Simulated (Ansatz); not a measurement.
**Structure relaxation of Se**

All numbers below come from Ansatz, DFT PBEsol, scalar-relativistic, plane waves, PAW. Cutoff 420 eV, Γ-centred k mesh, Gaussian smearing, no spin polarisation in the final step.

The start puts Se on the samarium (9R) structure type (R-3m, No. 166), at a guessed volume.

```
Se
1.0
     1.76429    1.01862    8.52673
    -1.76429    1.01862    8.52673
     0.00000   -2.03723    8.52673
Se
3
Direct
  0.00000 0.00000 0.00000
  0.22222 0.22222 0.22222
  0.77778 0.77778 0.77778
```

Cell and atoms relax at zero pressure; the relaxation can't lower the symmetry of the start. After a coarse first stage the cell is made exact in the group found at 0.06 Å.

Energies count from the standard state of Se at the same level.

Q: Which crystal results?

A: It keeps R-3m (No. 166), but not the shape of the type it started on. Conventional cell: a = 3.692 Å, c = 18.004 Å. Around Se on Wyckoff site a (1 atom of the primitive cell) lie 6 Se at 2.65 Å; around Se on Wyckoff site c (2 atoms of the primitive cell) lie 3 Se at 2.65 Å.

```cif
data_structure
_symmetry_space_group_name_H-M 'R-3m:H'
_symmetry_Int_Tables_number 166
_cell_length_a 3.6924
_cell_length_b 3.6924
_cell_length_c 18.0037
_cell_angle_alpha 90.000
_cell_angle_beta 90.000
_cell_angle_gamma 120.000
_cell_volume 212.57
loop_
_atom_site_label
_atom_site_type_symbol
_atom_site_symmetry_multiplicity
_atom_site_Wyckoff_symbol
_atom_site_fract_x
_atom_site_fract_y
_atom_site_fract_z
_atom_site_occupancy
Se1 Se 3 a 0.00000 0.00000 0.00000 1
Se2 Se 6 c 0.33333 0.66667 0.91279 1
```

Q: What are its volume, energy, density and gap?

A: The volume per atom is 23.6 Å³. The density is 5.6 g/cm³. The energy over the standard structure is 0.125 eV/atom and the gap on the 15×15×15 mesh is 0.19 eV.

The final run used a 15×15×15 mesh on its 3-atom cell and 0.10 eV smearing. No dispersion correction is applied, so the spacing between layers, chains or molecules is poorly fixed, and with it the volume and density. A structure relaxed within its symmetry needn't be a true minimum.